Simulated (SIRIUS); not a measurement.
AgCl (Chlorargyrite):

```
CELL_PARAMETERS angstrom
0.00000 2.73500 2.73500
2.73500 0.00000 2.73500
2.73500 2.73500 0.00000
ATOMIC_POSITIONS crystal
Ag 0.00000 0.00000 0.00000
Cl 0.50000 0.50000 0.50000
```

Base run:

```yaml
Program: SIRIUS 7.10.0
Functional: PBEsol
Potentials_or_basis: PseudoDojo 0.4.1 PBE standard (scalar relativistic)
Cutoff: 1127 eV
Density_cutoff: 4507 eV
k_mesh: 8 × 8 × 8
Occupations: fermi-dirac, width 0.05 eV
Spin: no spin polarisation
Hubbard_terms: Ag d U = 2 eV
```

Its results: band gap on the k mesh 1.14 eV; pressure -0.2 GPa.

Question: After a change of settings the same cell gave: band gap on the k mesh 1.93 eV; pressure 0.9 GPa. Which change was it?
A. hubbard terms from Ag d U = 2 eV to Ag d U = 6 eV
B. hubbard terms from Ag d U = 2 eV to Ag d U = 8 eV
C. hubbard terms from Ag d U = 2 eV to none; hubbard projectors from orthogonalised atomic orbitals to none; start of the occupations from the program's own to none

Answer: B.

Caveats: the potentials were made for another functional, which shifts forces and pressure.
